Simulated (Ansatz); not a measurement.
# A family in space group Fm-3m

The calculation used DFT, LDA, all-electron LAPW, scalar-relativistic (Ansatz 0.2.0).

All cells have space group Fm-3m and are held fixed (conventional cell and sites). Prototypes and MP cells are computed structures that needn't be known or stable phases of these compounds. Gaps are the smallest over the k mesh and a high-symmetry path; Bader charges come from PAW runs of the same cells. Open d or f shells run without spin or U come out metallic where the real compound may not be. Semilocal functionals give too small gaps and can close them; gaps under 0.4 eV may also close off the mesh.

YN: a = 4.88 Å, b = 4.88 Å, c = 4.88 Å; Y 4a (0.000 0.000 0.000), N 4b (0.500 0.000 0.000); 11×11×11 mesh, smearing 0.03 eV, COD 9008768, reported
NbN: a = 4.39 Å, b = 4.39 Å, c = 4.39 Å; Nb 4b (0.500 0.000 0.000), N 4a (0.000 0.000 0.000); 13×13×13 mesh, smearing 0.08 eV, COD 1538667, reported
ZrN: a = 4.57 Å, b = 4.57 Å, c = 4.57 Å; Zr 4a (0.000 0.000 0.000), N 4b (0.500 0.000 0.000); 9×9×9 mesh, smearing 0.03 eV, COD 4303945, reported

```tsv
compound	P (GPa)	gap (eV)	Bader charges (e)
NbN	-7.7	none	Nb +1.72, N -1.72
ZrN	-7.7	none	Zr +1.85, N -1.85
```

Q: Predict the row of YN (no spin polarisation).

A: P (GPa): -5.9, gap (eV): 0.09, Bader charges (e): Y +1.84, N -1.84.
